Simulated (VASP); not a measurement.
Wanted: the native input for a VASP 6.6.1 run.

- Task: single point
- Functional: revPBE
- Potentials or basis: VASP PAW PBE potentials, release 64 (Ga_d)
- Cutoff: 520 eV
- k mesh: 15 × 15 × 15
- Occupations: fermi-dirac, width 0.1 eV
- Spin: no spin polarisation
- Dipole correction: no
- Further INCAR settings: ALGO = Fast; EDIFF = 1e-07; NBANDS = 20

The structure of Ga lies in POSCAR:

```
Ga
1.0
    0.0000000000      2.9732608774      2.9732608774
    2.9732608774      0.0000000000      2.9732608774
    2.9732608774      2.9732608774      0.0000000000
Ga
2
Direct
    0.1250000000      0.1250000000      0.1250000000
    0.8750000000      0.8750000000      0.8750000000
```

This isn't the form of Ga at room conditions, which is orthorhombic.

These files were run (other wordings do the same):

INCAR

```
PREC = Accurate
ENCUT = 520
EDIFF = 1E-7
ISMEAR = -1
SIGMA = 0.1
LREAL = False
LASPH = True
NELM = 80
ALGO = Fast
ISIF = 2
LWAVE = False
LCHARG = True
GGA = RE
LELF = True
LVHAR = True
NBANDS = 20
```

KPOINTS

```
regular mesh
0
Gamma
  15 15 15
```

Potentials or basis: VASP PAW PBE potentials, release 64 (Ga_d).

Run with:

```bash
$ cat potpaw_PBE.64/Ga_d/POTCAR > POTCAR
$ mpirun -np 1 vasp_std > vasp.out
```

It gave:

- Pressure: 0.1 GPa
- Band gap on the k mesh: none (metal or under the smearing width)

Caveat: the PAW data sets were made with another functional, which shifts forces and pressure a little.

It took 100 s on 1 thread of Intel(R) Xeon(R) Platinum 8259CL CPU @ 2.50GHz (Skylake/Cascade Lake), with other jobs on the host, peak memory 0.24 GiB.
